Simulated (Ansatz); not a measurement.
All numbers below come from DFT PBE, scalar-relativistic, plane waves, PAW (Ansatz 0.2.0). Settings: cutoff 420 eV, Γ-centred meshes spaced at most about 0.3 Å⁻¹, and about 0.25 Å⁻¹ or finer for metals (2π included), Gaussian smearing. No spin polarisation.

All energies are static (0 K, no zero-point motion).

Question: Order these relaxed structures of LiS₃ by energy, lowest first, with the energy over the lowest of them.
A. Space group Pm-3n (No. 223), cubic, a = 5.020 Å. Li is surrounded by 12 S at 2.81 Å; around S lie 2 S at 2.51 Å, 4 Li at 2.81 Å and 8 S at 3.07 Å.
B. Space group Pm-3m (No. 221), cubic, a = 4.011 Å. Li is surrounded by 12 S at 2.84 Å; S is surrounded by 4 Li at 2.84 Å and 8 S at 2.84 Å.
C. Space group P4mm (No. 99), tetragonal, a = 4.452 Å, c = 4.860 Å. Li is surrounded by 2 S at 2.41–2.45 Å and 4 S at 2.83 Å; S on a site of symmetry 2mm is surrounded by 2 S at 2.32 Å and 2 Li at 2.83 Å; S on a site of symmetry 4mm has 4 S at 2.32 Å and 2 Li at 2.41–2.45 Å.
D. Space group P6/mmm (No. 191), hexagonal, a = 4.569 Å, c = 4.636 Å. Li has 2 S at 2.32 Å; S on a site of symmetry -6m2 is surrounded by 6 S at 2.64 Å; S on a site of symmetry 6/mmm has 2 Li at 2.32 Å and 6 S at 2.64 Å.

Answer: C (0 meV/atom), D (135 meV/atom), B (231 meV/atom), A (248 meV/atom). Counting S atoms around Li (those within 1.25 times the shortest such distance or 1.15 times the sum of covalent radii; a plus sign parts nearer from farther groups; the shortest distance is added where it exceeds 1.18 times the sum of covalent radii): C has Li 2+4; D has Li 2; B has Li 12 from 2.8 Å; A has Li 12 from 2.8 Å. C holds S–S nets (shortest 2.32 Å) (bonds between like non-metal atoms; other contacts aren't counted). All come from invented guesses. The lowest form computed isn't among them: it has space group Im-3m (No. 229), 15.9 Å³/atom and lies 270 meV/atom below the best shown. Even the lowest of the cells shown lies +0.04 eV/atom against the elements.

The k mesh leaves some 4 meV/atom of noise in the energy of each metallic cell. In P4mm, P6/mmm, Pm-3m an odd number of electrons in the primitive cell allows no gap without spin; a larger cell or a magnetic state could open one. Cells relaxed within their symmetry can be saddle points. Some candidate types were left out of the draw beforehand, so a known form may be missing.
